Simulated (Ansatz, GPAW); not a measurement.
# Geometry or basis: what sets the conductance of naphthalene-1,5-dithiol between two Al chains

Aim: the conductance of naphthalene-1,5-dithiol between two Al chains after relaxation, and whether geometry, basis or functional moves it most.

Program: GPAW 26.7.0 and Ansatz 0.2.0. Level of theory: Ansatz plane waves; relaxation of the junction with the lead ends held; PAW set soft_1, in the first sound run; inputs show where later runs differ. Results are calculated unless marked as measured.

Most raw output is cut from this account.

### 1. Starting point

The cell holds 32 atoms: 14 Al, 2 S, 6 H and 10 C. Cell: a = 13.585 Å, b = 10.448 Å, c = 39.191 Å, α = 90.0°, β = 90.0°, γ = 90.0°. Regions: left lead, 7 atoms (7 Al); channel, 18 atoms (2 S, 6 H and 10 C); right lead, 7 atoms (7 Al). Vacuum lies along a and b. The structure is stacked along c, and the current runs across the ab planes.

### 2. Relaxation

Transmission follows bond lengths closely, so the atoms between the held lead ends are relaxed first, from a slightly shaken start that lets symmetry break.

File input.yaml:

```yaml
crystal:
  lattice:
    - [13.584765283, 0.0, 0.0]
    - [0.0, 10.4475084449, 0.0]
    - [0.0, 0.0, 39.190725339]
  atoms:
    - { symbol: Al, position: [0.5, 0.5, 0.0306194894] }
    - { symbol: Al, position: [0.5, 0.5, 0.0918584683] }
    - { symbol: Al, position: [0.5, 0.5, 0.1530974471] }
    - { symbol: Al, position: [0.5, 0.5, 0.214336426] }
    - { symbol: Al, position: [0.5, 0.5, 0.2755754048] }
    - { symbol: Al, position: [0.5020077164, 0.502157634, 0.3367948343] }
    - { symbol: Al, position: [0.5014409649, 0.4981307878, 0.3966529094] }
    - { symbol: S, position: [0.4370635001, 0.3192553541, 0.4126170065] }
[... 20 atom lines left out ...]
    - { symbol: Al, position: [0.5, 0.5, 0.785663574] }
    - { symbol: Al, position: [0.5, 0.5, 0.8469025529] }
    - { symbol: Al, position: [0.5, 0.5, 0.9081415317] }
    - { symbol: Al, position: [0.5, 0.5, 0.9693805106] }
kpoints:
  mp_grid: { grid: [1, 1, 2] }
hamiltonian:
  xc: pbe
  pseudopotentials: { kind: paw, azcp: { folder: soft_1 } }
scf:
  occupations: { method: fermi_dirac, width: 0.1 }
relax:
  f_tol: 0.03
  max_steps: 80
  constraints: [{ sites: [0, 1, 2, 3, 4, 27, 28, 29, 30, 31] }]
```

Run with:

```bash
ansatz run input.yaml --threads 4 --pin off --max-ram 8192MiB --backend cpu --events-out ev --progress --plain --runs-dir out
```

It took 9.1 min on 4 threads of Arm Neoverse N1, shared host; peak memory 5.7 GiB.

Relaxation path:

```csv
step,energy less that of the first step (eV),largest force component (eV/Å)
1,0.0000,7.5251
2,-1.3818,3.1023
3,-1.8792,0.5211
4,-2.0090,0.3936
5,-2.0643,0.0882
6,-2.1032,0.1628
7,-2.1471,0.2148
8,-2.1931,0.1143
9,-2.2352,0.0665
10,-2.2699,0.0780
11,-2.2968,0.0597
12,-2.3128,0.0656
13,-2.3194,0.0656
14,-2.3241,0.0685
15,-2.3250,0.0561
16,-2.3254,0.0286
17,-2.3254,0.0285
```

The atoms that moved most (Å):

| atom | dx | dy | dz | length |
| --- | --- | --- | --- | --- |
| Al6 | -1.027 | -1.376 | -0.473 | 1.780 |
| Al27 | 1.012 | -1.339 | 0.518 | 1.757 |
| Al26 | 0.704 | -0.955 | 0.282 | 1.219 |
| Al7 | -0.722 | -0.924 | -0.225 | 1.194 |
| S8 | -0.662 | -0.798 | 0.297 | 1.079 |
| S25 | 0.643 | -0.802 | -0.257 | 1.060 |
| H10 | -0.285 | -0.521 | 0.621 | 0.859 |
| H19 | 0.135 | -0.482 | 0.688 | 0.851 |

Numbers from this step:

- free energy: -11908.6467 eV
- smearing term TS: 0.6320 eV
- symmetry operations: 1

The relaxation lowered the energy of the cell by 2.33 eV.

### 3. Plane waves, PBE

Plane waves give the reference curve, free of the bias of atom-centred orbitals.

This step: Ansatz plane waves; Landauer transmission by layers, zero bias; PAW set soft_1 (Ansatz 0.2.0).

File input.yaml:

```yaml
crystal:
  lattice:
    - [13.584765283, 0.0, 0.0]
    - [0.0, 10.4475084449, 0.0]
    - [0.0, 0.0, 39.190725339]
  atoms:
    - { symbol: Al, position: [0.5, 0.5, 0.0306194894] }
    - { symbol: Al, position: [0.5, 0.5, 0.0918584683] }
    - { symbol: Al, position: [0.5, 0.5, 0.1530974471] }
    - { symbol: Al, position: [0.5, 0.5, 0.214336426] }
    - { symbol: Al, position: [0.5, 0.5, 0.2755754048] }
    - { symbol: Al, position: [0.4264365785, 0.370492154, 0.3247202757] }
    - { symbol: Al, position: [0.4482777756, 0.4096975205, 0.3909179469] }
    - { symbol: S, position: [0.3883019604, 0.2428690167, 0.4202038955] }
[... 20 atom lines left out ...]
    - { symbol: Al, position: [0.5, 0.5, 0.785663574] }
    - { symbol: Al, position: [0.5, 0.5, 0.8469025529] }
    - { symbol: Al, position: [0.5, 0.5, 0.9081415317] }
    - { symbol: Al, position: [0.5, 0.5, 0.9693805106] }
kpoints:
  mp_grid: { grid: [1, 1, 2] }
hamiltonian:
  xc: pbe
  pseudopotentials: { kind: paw, azcp: { folder: soft_1 } }
scf:
  occupations: { method: fermi_dirac, width: 0.1 }
output:
  transmission:
    leads: [[0, 1]]
    e_range: [-2, 2]
    de: 0.025
    kmesh: [1, 1]
    reduced_basis: true
  write_potential: true
  write_density: true
  volumetric_format: npy
  elf: true
```

Wall time 8.3 h (4 threads); peak memory 6.6 GiB; 26 h of CPU time.

Numbers from this step:

```yaml
free_energy: -11908.6470 eV
lead_level: 0 eV from the Fermi level
transmission_at_the_fermi_level_one_spin: 0.02213
open_channels_of_the_lead_at_the_fermi_level_one_spin: 2
step_of_the_potential_along_the_lead: 3.6 meV
offset_of_the_lead: 0 Å
filling_of_the_lead_less_its_bulk_value_in_size: 10.6 meV
conductance: 0.02163 G₀
```

One spin. Transmission, zone mean against energy, zero at the Fermi level:

| energy (eV) | transmission, zone mean |
| --- | --- |
| -2.000 | 0.238 |
| -1.800 | 0.899 |
| -1.600 | 1.000 |
| -1.400 | 0.438 |
| -1.200 | 0 |
| -1.000 | 0 |
| -0.800 | 0 |
| -0.600 | 0 |
| -0.400 | 0 |
| -0.200 | 0.00933 |
| 0.000 | 0.0221 |
| 0.200 | 0.0207 |
| 0.400 | 0.0116 |
| 0.600 | 0.00612 |
| 0.800 | 0.00358 |
| 1.000 | 0.00362 |
| 1.200 | 0.00879 |
| 1.400 | 0.0268 |
| 1.600 | 0.114 |
| 1.700 | 0.952 |
| 1.800 | 0.0671 |
| 2.000 | 0.0124 |

One spin. The open channels, zone mean by energy, zero at the Fermi level:

```csv
energy (eV),"open channels, zone mean"
-2.000,1
-1.900,1
-1.800,1
-1.700,1
-1.600,1
-1.500,1
-1.400,1
-1.300,1
-1.200,0
-1.100,0
-1.000,0
-0.900,0
-0.800,0
-0.700,0
-0.600,0
-0.500,0
-0.400,0
-0.300,2
-0.200,2
-0.100,2
0.000,2
0.100,2
0.200,2
0.300,2
0.400,2
0.500,2
0.600,2
0.700,2
0.800,2
0.900,2
1.000,3
1.100,3
1.200,3
1.300,3
1.400,3
1.500,3
1.600,3
1.700,3
1.800,3
1.900,3
2.000,3
```

Crystal 0, spin -, k parallel (0, 0); distinct values, listed up to 1.5 1/Å. The Im kz of the slowest decaying states by energy, zero at the Fermi level:

```
energy (eV)  decay 1 (Å⁻¹)  decay 2 (Å⁻¹)  decay 3 (Å⁻¹)  decay 4 (Å⁻¹)
     -2.000          0.672          0.672           1.18           1.27
     -1.800          0.629          0.629           1.15           1.25
     -1.600          0.582          0.583           1.13           1.23
     -1.400          0.532          0.532           1.11           1.20
     -1.200         0.0331          0.476          0.477           1.08
     -1.000         0.0779          0.413          0.413           1.06
     -0.800         0.0992          0.338          0.339           1.03
     -0.600          0.112          0.241          0.242           1.01
     -0.400         0.0432         0.0468          0.119          0.983
     -0.200          0.121          0.956           1.06           1.11
      0.000          0.119          0.928           1.04           1.08
      0.200          0.113          0.899           1.01           1.06
      0.400          0.102          0.870          0.988           1.03
      0.600         0.0845          0.839          0.961           1.01
      0.800         0.0550          0.807          0.933          0.980
      1.000          0.774          0.905          0.953          0.956
      1.200          0.739          0.875          0.925          0.927
      1.400          0.702          0.845          0.896          0.898
      1.600          0.663          0.813          0.866          0.868
      1.800          0.622          0.780          0.835          0.837
      2.000          0.578          0.746          0.803          0.805
```

Crystal 0, spin -, k parallel (0, 0). Re kz of states that move upwards against energy, zero at the Fermi level:

```
energy (eV)  channel 1 (Å⁻¹)  channel 2 (Å⁻¹)  channel 3 (Å⁻¹)
     -2.000             1.13                -                -
     -1.900             1.15                -                -
     -1.800             1.16                -                -
     -1.700             1.18                -                -
     -1.600             1.20                -                -
     -1.500             1.22                -                -
     -1.400             1.24                -                -
     -1.300             1.27                -                -
     -1.200                -                -                -
     -1.100                -                -                -
     -1.000                -                -                -
     -0.900                -                -                -
     -0.800                -                -                -
     -0.700                -                -                -
     -0.600                -                -                -
     -0.500                -                -                -
     -0.400                -                -                -
     -0.300            0.161            0.162                -
     -0.200            0.233            0.233                -
     -0.100            0.287            0.287                -
      0.000            0.332            0.333                -
      0.100            0.372            0.372                -
      0.200            0.408            0.409                -
      0.300            0.441            0.442                -
      0.400            0.472            0.472                -
      0.500            0.501            0.501                -
      0.600            0.528            0.529                -
      0.700            0.554            0.555                -
      0.800            0.579            0.579                -
      0.900            0.603            0.603                -
      1.000            -1.27            0.626            0.626
      1.100            -1.24            0.648            0.648
      1.200            -1.22            0.669            0.670
      1.300            -1.20            0.690            0.690
      1.400            -1.19            0.710            0.710
      1.500            -1.18            0.730            0.730
      1.600            -1.16            0.749            0.749
      1.700            -1.15            0.767            0.768
      1.800            -1.14            0.786            0.786
      1.900            -1.12            0.803            0.803
      2.000            -1.11            0.821            0.821
```

The electrostatic potential energy of an electron (with the applied field's), less the Fermi level, planar mean oscillates, so the rows of the table below give means over windows of 2.32 Å about each position, cut where the curve ends. Its first 14 maxima inside the range that stand out by 2 % of the span (Å: eV): 2.5: 4.02, 4.8: 4.02, 7.3: 4.00, 9.6: 3.97, 11.8: 3.67, 14.1: 3.95, 17.4: 3.73, 19.6: 3.48, 21.8: 3.73, 25.1: 3.95, 27.4: 3.67, 29.6: 3.97, 31.9: 4.00, 34.4: 4.02. Its first 14 minima: 1.5: 3.65, 3.3: 3.64, 5.7: 3.63, 8.7: 3.62, 11.2: 3.52, 12.3: 3.52, 16.1: 3.15, 18.6: 2.04, 20.6: 2.04, 23.1: 3.15, 26.9: 3.52, 28.0: 3.52, 30.5: 3.62, 33.5: 3.63.

Table of electrostatic potential energy of an electron (with the applied field's), less the Fermi level, planar mean by z; means over each step:

z (Å), electrostatic potential energy of an electron (with the applied field's), less the Fermi level, planar mean (eV) and a bar from the least value:
```
     1.16       3.78 ##############################
     3.48       3.78 ##############################
     5.80       3.77 ##############################
     8.12       3.76 #############################
    10.44       3.69 ############################
    12.76       3.63 ##########################
    15.08       3.57 #########################
    17.40       3.11 #############
    19.72       2.57 
    22.04       3.22 ################
    24.36       3.65 ###########################
    26.68       3.60 #########################
    29.00       3.72 ############################
    31.32       3.77 ##############################
    33.64       3.78 ##############################
    35.96       3.78 ##############################
    38.28       3.74 #############################
```

The valence density, planar mean by z:

```
z (Å)  valence density, planar mean (e/Å³)
    0                               0.0101
    1                              0.00742
    2                              0.00973
    3                              0.00895
    4                              0.00815
    5                              0.00994
    6                              0.00723
    7                               0.0101
    8                              0.00801
    9                              0.00930
   10                              0.00947
   11                              0.00907
   12                               0.0121
   13                              0.00811
   14                              0.00790
   15                              0.00933
   16                               0.0310
   17                               0.0313
   18                               0.0616
   19                               0.0792
   20                               0.0670
   21                               0.0819
   22                               0.0304
   23                               0.0337
   24                               0.0107
   25                              0.00802
   26                              0.00817
   27                               0.0113
   28                               0.0102
   29                              0.00889
   30                              0.00990
   31                              0.00746
   32                               0.0100
   33                              0.00750
   34                              0.00964
   35                              0.00902
   36                              0.00809
   37                               0.0100
   38                              0.00720
   39                               0.0100
```

Electrostatic potential energy in the ca plane at fractional y = 0.259, with atoms of S and H and C within 0.2 Å of it. With pseudopotentials it is smooth inside the atoms' cores, unlike the true potential.

Ten even steps from '0' (-47 eV) to '9' (1 eV), each cell a mean:
```
99999999999999999999999999999999999999999999
99999999999999999999999999999999999999999999
99999999999999999999999999999999999999999999
99999999999999999999999999999999999999999999
99999999999999999999999999999999999999999999
99999999999999964899984389999999999999999999
99999999999999963357632589999999999999999999
99999999999999982003100589987789999999999999
99999999999999853236632347610148999999999999
99999999999843300378872004500038999999888999
99999999999966621468863347864579999998888999
99999999999999984003300389999999999999999999
88999999999889985114521468999999999999999999
88899999873136621378884003448999999999999999
88999999840104500268874114668999999999999999
99999999973236875213510278999999999999999999
99999999999899996001400279999999999999999999
99999999999999984357876248999999999999999999
99999999999999996689999779999999999999999999
99999999999999999999999999999999999999999999
99999999999999999999999999999999999999999999
99999999999999999999999999999999999999999999
99999999999999999999999999999999999999999999
99999999999999999999999999999999999999999999
```
Columns run along c (16.0 Å, from fractional 0.32 to 0.73 of the cell; values clipped at the 3rd and 97th percentile), rows up along a (13.6 Å). Atoms in or near the plane, at fractional coordinates: S at (0.42, 0.39), H at (0.44, 0.58), H at (0.47, 0.25), C at (0.47, 0.40), C at (0.46, 0.59), C at (0.48, 0.32), H at (0.46, 0.75), C at (0.48, 0.50), C at (0.48, 0.68), C at (0.52, 0.32), C at (0.52, 0.50), H at (0.54, 0.25), C at (0.52, 0.68), C at (0.54, 0.41) and more.

ELF in the ca plane at fractional y = 0.259, with atoms of S and H and C within 0.2 Å of it. It is the smooth field of the valence electrons, not physical close to the nuclei.

Ten even steps from '0' (0.00 × 1e-1) to '9' (9.99 × 1e-1), each cell a mean:
```
00000000000000000000000000000000000000000000
00000000000000000000000000000000000000000000
00000000111000000110000000000000000000000000
00000003576400004774000000000000000000000000
00000016999940039997200010000000011000000000
00000015999972159998101343100001333211000000
00000001589975668984026876200014677642100000
00000000136416841551268987400147898864200000
00001576557865557865674577410379999985210000
00001799961552025315872267411489999986310000
00000379865774347865567887411478999875210011
11123211126625862552014665311357777653110011
11368863126745765774442111100123444322100112
11478756764663126635999510000000111111100111
11476116862463126745899820000000000000000011
00378777536864763674334310000000000000000000
00368985115633873575200000000000000000000000
00146751059997447999830000000000000000000000
00013200179996116999972000000000000000000000
00000000169983002799862000000000000000000000
00000000024530000245420000000000000000000000
00000000000000000000000000000000000000000000
00000000000000000000000000000000000000000000
00000000000000000000000000000000000000000000
```
Columns run along c (16.0 Å, from fractional 0.37 to 0.78 of the cell), rows up along a (13.6 Å). Atoms in or near the plane, at fractional coordinates: S at (0.42, 0.39), H at (0.44, 0.58), H at (0.47, 0.25), C at (0.47, 0.40), C at (0.46, 0.59), C at (0.48, 0.32), H at (0.46, 0.75), C at (0.48, 0.50), C at (0.48, 0.68), C at (0.52, 0.32), C at (0.52, 0.50), H at (0.54, 0.25), C at (0.52, 0.68), C at (0.54, 0.41) and more.

Valence density in the ca plane at fractional y = 0.259, with atoms of S and H and C within 0.2 Å of it. It is the smooth field of the valence electrons, not physical close to the nuclei.

Ten even steps from '0' (0.0 e/Å³) to '9' (2.0 e/Å³), each cell a mean:
```
00000000000000000000000000000000000000000000
00000000000000000000000000000000000000000000
00000000000000000000000000000000000000000000
00000000000000000000000000000000000000000000
00000000000000000000000000000000000000000000
00000000000000000000001342001264000000000000
00000000000000000000001586435784100000000000
00000000000000000000001388999884101232100000
00000000000000000000113698545797434445310000
00000000000000000001578895211488765435310000
00000000000000000001345797323598422343200000
00000000000000000000001379888885100011000000
00000000000000000111111379766897311000000000
00000000000000001454435797311489877300000000
00000000000000002443556797311489764200000000
00000000000000001355422489766897310000000000
00000000000000000111100258888886200000000000
00000000000000000000000278422368300000000000
00000000000000000000000132100012100000000000
00000000000000000000000000000000000000000000
00000000000000000000000000000000000000000000
00000000000000000000000000000000000000000000
00000000000000000000000000000000000000000000
00000000000000000000000000000000000000000000
```
Columns run along c (16.0 Å, from fractional 0.24 to 0.65 of the cell), rows up along a (13.6 Å). Atoms in or near the plane, at fractional coordinates: S at (0.42, 0.39), H at (0.44, 0.58), H at (0.47, 0.25), C at (0.47, 0.40), C at (0.46, 0.59), C at (0.48, 0.32), H at (0.46, 0.75), C at (0.48, 0.50), C at (0.48, 0.68), C at (0.52, 0.32), C at (0.52, 0.50), H at (0.54, 0.25), C at (0.52, 0.68), C at (0.54, 0.41) and more.

T at the Fermi level is 0.0221 of 2 open channels a spin.

(Continued in part 2 of 3.)

[Logs are printed without paths, hosts, clocks, repeated set-up lines and the standing remarks that a program may print on its own settings, such as how far it seeks lower states.]

[Hosts, paths, dates, database ids (printed as entryN), source tags and the programs' standing remarks are cut or masked in the printed files.]
